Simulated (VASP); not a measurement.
# TiCo (Pm-3m) in VASP: single point with PBEsol

Aim: the single point of TiCo with PBEsol.

Program: VASP 6.6.1. These are calculated values, not measurements. Logs are shortened: lines on timing, memory, paths and dates and some standing lists are left out, and cuts for length are marked.

**1. The structure**

Symmetry: Pm-3m, No. 221, cubic system. The conventional cell has a = 2.986 Å, b = 2.986 Å, c = 2.986 Å, α = 90.00°, β = 90.00°, γ = 90.00°. Around Ti (site symmetry m-3m) lie 8 Co at 2.59 Å. Co (site symmetry m-3m) is surrounded by 8 Ti at 2.59 Å.

The cell comes from a database or a generator and needn't be the stable form of this composition.

**2. Single point, PBEsol, collinear spin, typed start**

INCAR reads:

```
PREC = Accurate
ENCUT = 520
EDIFF = 1E-7
ISMEAR = 0
SIGMA = 0.1
LREAL = F
LASPH = T
NELM = 150
ALGO = Normal
ISIF = 2
LWAVE = F
LCHARG = T
ISPIN = 2
MAGMOM = -1 3
LORBIT = 11
LMAXMIX = 4
GGA = PS
LELF = T
LVHAR = T
NBANDS = 22
```

KPOINTS reads:

```
Automatic mesh
0
Gamma
  6 6 6
```

POSCAR reads:

```
TiCo
1.0
    2.9861109900      0.0000000000      0.0000000000
    0.0000000000      2.9861109900      0.0000000000
    0.0000000000      0.0000000000      2.9861109900
Ti Co
1 1
Direct
    0.0000000000      0.0000000000      0.0000000000
    0.5000000000      0.5000000000      0.5000000000
```

Potentials or basis: VASP PAW PBE potentials, release 64 (Ti_sv, Co).

On the command line:

```console
$ cat potpaw_PBE.64/Ti_sv/POTCAR potpaw_PBE.64/Co/POTCAR > POTCAR
$ mpirun -np 1 vasp_std > vasp.out
```

OUTCAR:

```text
PREC = Accurate
   ENCUT = 520
   EDIFF = 1E-7
   ISMEAR = 0
   LREAL = F
   LASPH = T
   NELM = 150
   ISIF = 2
   ISPIN = 2
   LORBIT = 11
   GGA = PS

 ion  position               nearest neighbor table
   1  0.000  0.000  0.000-   2 2.59   2 2.59   2 2.59   2 2.59   2 2.59   2 2.59   2 2.59   2 2.59

   2  0.500  0.500  0.500-   1 2.59   1 2.59   1 2.59   1 2.59   1 2.59   1 2.59   1 2.59   1 2.59

  LATTYP: Found a simple cubic cell.
 ALAT       =     2.9861109900

  Lattice vectors:

 A1 = (   2.9861109900,   0.0000000000,   0.0000000000)
 A2 = (   0.0000000000,   2.9861109900,   0.0000000000)
 A3 = (   0.0000000000,   0.0000000000,   2.9861109900)

Analysis of symmetry for initial positions (statically):
=====================================================================
 Subroutine PRICEL returns:
 Original cell was already a primitive cell.

 Routine SETGRP: Setting up the symmetry group for a
 simple cubic supercell.

 Subroutine GETGRP returns: Found 48 space group operations
 (whereof 48 operations were pure point group operations)
 out of a pool of 48 trial point group operations.

The static configuration has the point symmetry O_h .

Analysis of symmetry for dynamics (positions and initial velocities):
=====================================================================
 Subroutine PRICEL returns:
 Original cell was already a primitive cell.

 Routine SETGRP: Setting up the symmetry group for a
 simple cubic supercell.

 Subroutine GETGRP returns: Found 48 space group operations
 (whereof 48 operations were pure point group operations)
 out of a pool of 48 trial point group operations.

The dynamic configuration has the point symmetry O_h .

Analysis of structural, dynamic, and magnetic symmetry:
=====================================================================
 Subroutine PRICEL returns:
 Original cell was already a primitive cell.

 Routine SETGRP: Setting up the symmetry group for a
 simple cubic supercell.

 Subroutine GETGRP returns: Found 48 space group operations
 (whereof 48 operations were pure point group operations)
 out of a pool of 48 trial point group operations.

The overall configuration has the point symmetry O_h .

 Subroutine INISYM returns: Found 48 space group operations
 (whereof 48 operations are pure point group operations),
 and found     1 'primitive' translations

----------------------------------------------------------------------------------------

                                     Primitive cell

  volume of cell :      26.6267

  direct lattice vectors                    reciprocal lattice vectors
     2.986110990  0.000000000  0.000000000     0.334883735  0.000000000  0.000000000
     0.000000000  2.986110990  0.000000000     0.000000000  0.334883735  0.000000000
     0.000000000  0.000000000  2.986110990     0.000000000  0.000000000  0.334883735

  length of vectors
     2.986110990  2.986110990  2.986110990     0.334883735  0.334883735  0.334883735

  position of ions in fractional coordinates (direct lattice)
     0.000000000  0.000000000  0.000000000
     0.500000000  0.500000000  0.500000000

  ion indices of the primitive-cell ions
   primitive index   ion index
                 1           1
                 2           2

----------------------------------------------------------------------------------------

 KPOINTS: Automatic mesh

Automatic generation of k-mesh.
 Grid dimensions read from file:
 generate k-points for:    6    6    6

 Generating k-lattice:

  Cartesian coordinates                     Fractional coordinates (reciprocal lattice)
     0.055813956  0.000000000  0.000000000     0.166666667  0.000000000  0.000000000
     0.000000000  0.055813956  0.000000000     0.000000000  0.166666667  0.000000000
     0.000000000  0.000000000  0.055813956     0.000000000  0.000000000  0.166666667

  Length of vectors
     0.055813956  0.055813956  0.055813956

  Shift w.r.t. Gamma in fractional coordinates (k-lattice)
     0.000000000  0.000000000  0.000000000

 Subroutine IBZKPT returns following result:
 ===========================================

 Found     20 irreducible k-points:

 Following reciprocal coordinates:
            Coordinates               Weight
  0.000000  0.000000  0.000000      1.000000
  0.166667  0.000000  0.000000      6.000000
  0.333333  0.000000  0.000000      6.000000
  0.500000  0.000000  0.000000      3.000000
  0.166667  0.166667  0.000000     12.000000
  0.333333  0.166667  0.000000     24.000000
[... 12 lines left out ...]
  0.500000  0.500000  0.333333      6.000000
  0.500000  0.500000  0.500000      1.000000
   k-points           NKPTS =     20   k-points in BZ     NKDIM =     20   number of bands    NBANDS=     22
   number of dos      NEDOS =    301   number of ions     NIONS =      2
   total plane-waves  NPLWV =  13824
   dimension x,y,z NGX =    24 NGY =   24 NGZ =   24
   dimension x,y,z NGXF=    48 NGYF=   48 NGZF=   48
   ions per type =               1   1
   NGX,Y,Z   is equivalent  to a cutoff of  13.36, 13.36, 13.36 a.u.
   NGXF,Y,Z  is equivalent  to a cutoff of  26.72, 26.72, 26.72 a.u.
 SYSTEM =  unknown system
   PREC   = accura    normal or accurate (medium, high low for compatibility)
   ISTART =      0    job   : 0-new  1-cont  2-samecut
   ICHARG =      2    charge: 1-file 2-atom 10-const
   ISPIN  =      2    spin polarized calculation?
   LNONCOLLINEAR =      F non collinear calculations
   LSORBIT =      F    spin-orbit coupling
   LASPH  =      T    aspherical Exc in radial PAW
   ENCUT  =  520.0 eV  38.22 Ry    6.18 a.u.   5.55  5.55  5.55*2*pi/ulx,y,z
   NELM   =    150;   NELMIN=  2; NELMDL= -5     # of ELM steps
   EDIFF  = 0.1E-06   stopping-criterion for ELM
   LREAL  =      F    real-space projection
   EDIFFG = 0.1E-05   stopping-criterion for IOM
   NSW    =      0    number of steps for IOM
   IBRION =     -1    ionic relax: 0-MD 1-quasi-New 2-CG
   NFREE  =      0    steps in history (QN), initial steepest desc. (CG)
   ISIF   =      2    stress and relaxation
   ISYM   =      2    0-nonsym 1-usesym 2-fastsym
   POTIM  = 0.5000    time-step for ionic-motion
   TEBEG  =    0.0;   TEEND  =   0.0 temperature during run
   PSTRESS=    0.0 pullay stress
   NELECT =      21.0000    total number of electrons
   NUPDOWN=      -1.0000    fix difference up-down
   EMIN   =  10.00;   EMAX   =-10.00  energy-range for DOS
   EFERMI =   0.00;   METHOD = LEGACY
   ISMEAR =     0;   SIGMA  =   0.10  broadening in eV -4-tet -1-fermi 0-gaus
   EFERMI_NEDOS =   21; number of points for ismear=-14 and -15
   IALGO  =     38    algorithm
   IMIX   =      4    mixing-type and parameters
     AMIX     =   0.40;   BMIX     =  1.00
     AMIX_MAG =   1.60;   BMIX_MAG =  1.00
  volume/ion in A,a.u.               =      13.31        89.84
  Fermi-wavevector in a.u.,A,eV,Ry     =   1.512546  2.858298 31.127355  2.287796
  Thomas-Fermi vector in A             =   2.622456
   LORBIT       =     11    0 simple, 1 ext, 2 COOP (PROOUT), +10 PAW based schemes
   GGA     = PS    functional components
   LHFCALC =     F    Hartree Fock is set to
   AEXX    =    0.0000 exact exchange contribution
   IVDW    =     0    specifies the selected vdW correction
   LEPSILON=     F    determine dielectric tensor
   LRPA    =     F    only Hartree local field effects (RPA)
 spin polarized calculation
 Gauss-broadening in eV      SIGMA  =   0.10
  energy-cutoff  :      520.00
  volume of cell :       26.63
 maximum number of plane-waves:       739
 NGX is ok and might be reduce to    24
   NGX = 11   NGY = 11   NGZ = 11

 number of electron      20.9999983 magnetization       0.2198206

 Free energy of the ion-electron system (eV)
  ---------------------------------------------------
  ext. energy  EPLUGINS =         0.00000000
  ---------------------------------------------------
  free energy    TOTEN  =       -16.87765643 eV

  energy without entropy =      -16.86562051  energy(sigma->0) =      -16.87163847

 E-fermi :   9.7018     XC(G=0): -12.7343

 val. band max:        9.6704640024   @ k =   0.5000   0.1667   0.0000
 cond. band min:       9.7346858369   @ k =   0.5000   0.5000   0.1667
 fundamental gap:      0.0642218345
 Fermi energy:         9.7018245818

 spin component 1

 k-point     1 :       0.0000    0.0000    0.0000
  band No.  band energies     occupation
      1     -47.2254      1.00000
      2     -23.4128      1.00000
      3     -23.4128      1.00000
      4     -23.4128      1.00000
      5       2.0856      1.00000
      6       5.8947      1.00000
[... 14 lines left out ...]
     21      29.0946      0.00000
     22      30.6750      0.00000
[... 451 lines left out ...]
 k-point    20 :       0.5000    0.5000    0.5000
  band No.  band energies     occupation
      1     -47.1342      1.00000
      2     -23.6391      1.00000
      3     -23.6391      1.00000
      4     -23.6391      1.00000
      5       7.2438      1.00000
      6       7.2438      1.00000
[... 14 lines left out ...]
     21      19.5304      0.00000
     22      23.3638      0.00000
 Fermi energy:         9.7018245818

 spin component 2

 k-point     1 :       0.0000    0.0000    0.0000
  band No.  band energies     occupation
      1     -47.2812      1.00000
      2     -23.4694      1.00000
      3     -23.4694      1.00000
      4     -23.4694      1.00000
      5       2.0647      1.00000
      6       6.0714      1.00000
[... 14 lines left out ...]
     21      29.1152      0.00000
     22      30.6178      0.00000
[... 452 lines left out ...]
  band No.  band energies     occupation
      1     -47.1898      1.00000
      2     -23.6965      1.00000
      3     -23.6965      1.00000
      4     -23.6965      1.00000
      5       7.4163      1.00000
      6       7.4163      1.00000
[... 14 lines left out ...]
     21      19.5264      0.00000
     22      23.2966      0.00000

------------------------ aborting loop because EDIFF is reached ----------------------------------------

  FORCE on cell =-STRESS in cart. coord.  units (eV):
  Direction    XX          YY          ZZ          XY          YZ          ZX
  --------------------------------------------------------------------------------------
  -------------------------------------------------------------------------------------
  Total       -1.5650795     -1.5650795     -1.5650795     -0.0000000      0.0000000      0.0000000
  in kB      -94.1735916    -94.1735916    -94.1735916     -0.0000000      0.0000000      0.0000000
  external PRESSURE =     -94.1735916 kB  Pullay stress =       0.0000000 kB

 VOLUME and BASIS-vectors are now :
 -----------------------------------------------------------------------------
  energy-cutoff  :      520.00
  volume of cell :       26.63
      direct lattice vectors                 reciprocal lattice vectors
     2.986110990  0.000000000  0.000000000     0.334883735  0.000000000  0.000000000
     0.000000000  2.986110990  0.000000000     0.000000000  0.334883735  0.000000000
     0.000000000  0.000000000  2.986110990     0.000000000  0.000000000  0.334883735

 POSITION                                       TOTAL-FORCE (eV/Angst)
 -----------------------------------------------------------------------------------
      0.00000      0.00000      0.00000         0.000000      0.000000      0.000000
      1.49306      1.49306      1.49306         0.000000      0.000000      0.000000
 -----------------------------------------------------------------------------------
    total drift:                                0.000000      0.000000     -0.000000

  FREE ENERGIE OF THE ION-ELECTRON SYSTEM (eV)
  ---------------------------------------------------
  free  energy   TOTEN  =       -16.8776564328 eV

  energy  without entropy=      -16.8656205104  energy(sigma->0) =      -16.87163847

 total charge

# of ion       s       p       d       tot
------------------------------------------
    1        2.248   6.183   1.843  10.275
    2        0.522   0.447   7.335   8.304
--------------------------------------------------
tot          2.770   6.631   9.179  18.579

 magnetization (x)

# of ion       s       p       d       tot
------------------------------------------
    1       -0.003  -0.006  -0.059  -0.067
    2        0.012  -0.007   0.311   0.316
--------------------------------------------------
tot          0.010  -0.013   0.252   0.249
```

Wall time 20 s (1 thread of Intel Xeon 6975P-C (Granite Rapids), shared host); peak memory 0.15 GiB.

Results:

```yaml
Free_energy: -16.8777 eV
Pressure: -9.4 GPa
Band_gap_on_the_k_mesh: none (metal or under the smearing width)
Net_moment: 0.22 μB per cell
Site_moments: Ti -0.07; Co +0.32 μB
Valence_electrons_inside_the_program's_atomic_spheres: Ti 10.28; Co 8.30
```

Levels at points of the mesh, in eV from the Fermi level:
Spin up:
```tsv
k point	band 8	band 9	band 10	band 11	band 12	band 13
(0.00, 0.00, 0.00)	-1.51	-1.51	-1.51	0.72	0.72	2.74
(0.50, 0.00, 0.00)	-1.59	-1.59	-1.10	-0.72	-0.05	0.69
(0.50, 0.50, 0.00)	-2.42	-0.80	-0.29	0.70	0.70	1.23
(0.50, 0.50, 0.50)	-2.04	-2.04	-2.04	-0.77	-0.77	3.18
```
Spin down:
```
           k point  band 8  band 9  band 10  band 11  band 12  band 13
(0.00, 0.00, 0.00)   -1.31   -1.31    -1.31     0.87     0.87     2.74
(0.50, 0.00, 0.00)   -1.38   -1.38    -0.87    -0.80     0.32     0.65
(0.50, 0.50, 0.00)   -2.28   -0.34     0.03     0.67     0.67     1.26
(0.50, 0.50, 0.50)   -2.07   -2.07    -2.07    -0.31    -0.31     3.11
```

Caveat: the PAW data sets were made with another functional, which shifts forces and pressure a little.
